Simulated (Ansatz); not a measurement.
A run of Ansatz 0.2.0 is set up as follows.

input.yaml

```yaml
crystal:
  lattice:
    - [3.635035, -2.39502, 0.0]
    - [3.635035, 2.39502, 0.0]
    - [0.0, 0.0, 9.79344]
  atoms:
    - { symbol: I, position: [0.6493, 0.3507, 0.3844] }
    - { symbol: I, position: [0.1493, 0.8507, 0.1156] }
    - { symbol: I, position: [0.3507, 0.6493, 0.6156] }
    - { symbol: I, position: [0.8507, 0.1493, 0.8844] }
hamiltonian:
  xc: pbe
  pseudopotentials: { kind: paw_fr }
magnetization:
  noncollinear: true
  spin_orbit: true
kpoints:
  mp_grid: { grid: [7, 7, 3] }
  band_path:
    path:
      - [[0.0, 0.0, 0.0], [0.3585278261, -0.3585278261, 0.0], [0.0, -0.5, 0.0], [0.0, -0.5, -0.5], [0.3585278261, -0.3585278261, -0.5], [0.0, 0.0, -0.5], [0.0, 0.0, 0.0], [-0.5, -0.5, 0.0], [-0.3585278261, -0.6414721739, 0.0], [-0.3585278261, -0.6414721739, -0.5], [-0.5, -0.5, -0.5], [-0.5, -0.5, 0.0]]
      - [[0.0, 0.0, -0.5], [-0.5, -0.5, -0.5]]
    npoints: 14
scf:
  occupations: { method: fermi_dirac, width: 0.05 }
  n_extra_bands: 10
output:
  forces: true
  stress: true
  eigenvalues: true
  fatbands: false
```

Potentials or basis: Ansatz PAW.

Launch:

```bash
$ ansatz run input.yaml --threads 2 --pin off --max-ram 5632MiB --backend cpu --events-out ev --progress --plain --runs-dir out
```

Task: What does it give for the pressure?

Result: 2.1 GPa.

Task: Estimate the largest force.

Result: 1.003 eV/Å.

Stress tensor (GPa, compression positive):
```
1.18 0.00 0.00
0.00 1.60 0.00
0.00 0.00 3.45
```

Caveat: the k mesh misses the band edges, so the gap on the mesh is wider than the one along the path; forces of over 1 eV/Å show positions far from the minimum, so gaps and moduli don't describe the material at rest.
